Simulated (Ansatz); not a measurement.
# Ni2Ge: straining the crystal, biaxial strain in the a-b plane

A series on Ni2Ge: biaxial strain in the a-b plane, -3 to +3 %; the length and tilt of c and the atoms relax. Wanted: energy, stress and any gap along the series.

Computed with Ansatz 0.2.0 (DFT r2SCAN, scalar-relativistic, plane waves, PAW, unless a step's input says otherwise).

2 further runs of the same task are left out: 2 set aside as unsound or not needed.

## Step 1: The structure to begin with

Symmetry: P6_3/mmc, No. 194, hexagonal system. The conventional cell has a = 3.978 Å, b = 3.978 Å, c = 5.037 Å, α = 90.00°, β = 90.00°, γ = 120.00°. Around Ni (site symmetry -6m2) lie 5 Ge at 2.30 to 2.52 Å and 6 Ni at 2.62 Å. Ni (site symmetry -3m) has 8 Ni at 2.52 to 2.62 Å and 6 Ge at 2.62 Å in its first shell of neighbours. Ge (site symmetry -6m2) has 11 Ni at 2.30 to 2.62 Å in its first shell of neighbours.

Coordinates:

```xyz
6
Lattice="3.9781 0.0000 0.0000 -1.9891 3.4452 0.0000 0.0000 0.0000 5.0374" Properties=species:S:1:pos:R:3 pbc="T T T"
Ni    1.9891    1.1484    1.2593
Ni    0.0000    2.2968    3.7780
Ni    0.0000    0.0000    0.0000
Ni    0.0000    0.0000    2.5187
Ge    1.9891    1.1484    3.7780
Ge    0.0000    2.2968    1.2593
```

It goes back to an entry of the Materials Project, which need not be the stable form.

This cell was relaxed beforehand with the same method: volume 11.51 Å³/atom, gap on the mesh none (metal).

The unstrained cell comes from an earlier run at this level (6 atoms, E(σ→0) -31988.3436 eV, gap none (metal)).

## Step 2: Strain -1.0 %

File input.yaml:

```yaml
crystal:
  lattice:
    - [3.9383591192, 0.0, 0.0]
    - [-1.9691795596, 3.4107190465, 0.0]
    - [0.0, 0.0, 5.0675997967]
  atoms:
    - { symbol: Ni, position: [0.6666666667, 0.3333333333, 0.25] }
    - { symbol: Ni, position: [0.3333333333, 0.6666666667, 0.75] }
    - { symbol: Ni, position: [0.0, 0.0, 0.0] }
    - { symbol: Ni, position: [0.0, 0.0, 0.5] }
    - { symbol: Ge, position: [0.6666666667, 0.3333333333, 0.75] }
    - { symbol: Ge, position: [0.3333333333, 0.6666666667, 0.25] }
basis:
  ecutwfc: 500
kpoints:
  mp_grid: { grid: [12, 12, 8] }
hamiltonian:
  xc: r2scan
scf:
  occupations: { method: gaussian, width: 0.1 }
output:
  forces: true
  stress: true
  eigenvalues: true
relax:
  adjacent_minimum: "off"
  f_tol: 0.008
  max_steps: 40
  cell: { stress_tol: 0.015, fix: [a, b, gamma] }
```

Launch:

```bash
$ ansatz run input.yaml --threads 1 --pin off --max-ram 2560MiB --backend cpu --events-out ev --progress --plain --runs-dir out
```

The session goes on with these runs: At +1.0 %; strain -2.0 %; strain +2.0 %; At -3.0 %; At +3.0 %.

**Question.** What will these runs give? Wanted: (1/V) d²E/dε² at zero strain, cubic fit; strain of the free axis c per applied strain.

As calculated:

```
                                    quantity                    value
                         largest energy cost  29.9 meV/atom at -3.0 %
     (1/V) d²E/dε² at zero strain, cubic fit                  864 GPa
strain of the free axis c per applied strain                    -0.74
```

What this shows: The curvature of the energy, 864 GPa, is twice the biaxial modulus. Compression by 3 % costs 29.9 meV/atom and stretching 26.0. The free axis c moves against the applied strain (factor -0.74). The final runs have no spin polarisation, so a magnetic state may lie lower.
